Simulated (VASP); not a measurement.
# Ba: equation of state with PBE

Ba:

```xyz
1
Lattice="0.0000 3.2327 3.2327 3.2327 0.0000 3.2327 3.2327 3.2327 0.0000" Properties=species:S:1:pos:R:3 pbc="T T T"
Ba    0.0000    0.0000    0.0000
```

This isn't the form of Ba at room conditions, which is bcc.

```yaml
Program: VASP 6.6.1
Task: equation of state
Functional: PBE
Potentials_or_basis: VASP PAW PBE potentials, release 64 (Ba_sv)
Cutoff: 520 eV
k_mesh: 7 × 7 × 7
Occupations: fermi-dirac, width 0.05 eV
Spin: no spin polarisation
```

```json
{"Equilibrium volume": "65.15 Å³/atom", "Bulk modulus": "8.9 GPa", "Pressure derivative of the bulk modulus": "3.0"}
```

Energy against volume, from the lowest point:
| volume (Å³/atom) | energy (meV/atom) |
| --- | --- |
| 63.510 | 1.14 |
| 64.861 | 0.00 |
| 66.212 | 0.44 |
| 67.563 | 2.33 |
| 68.915 | 5.57 |
| 70.266 | 10.05 |
| 71.617 | 15.66 |

All runs of the series together: 86 s on 1 thread of Intel(R) Xeon(R) Platinum 8488C (Sapphire Rapids) (shared host).

The run has no spin-orbit coupling, so splittings on Ba are missing.
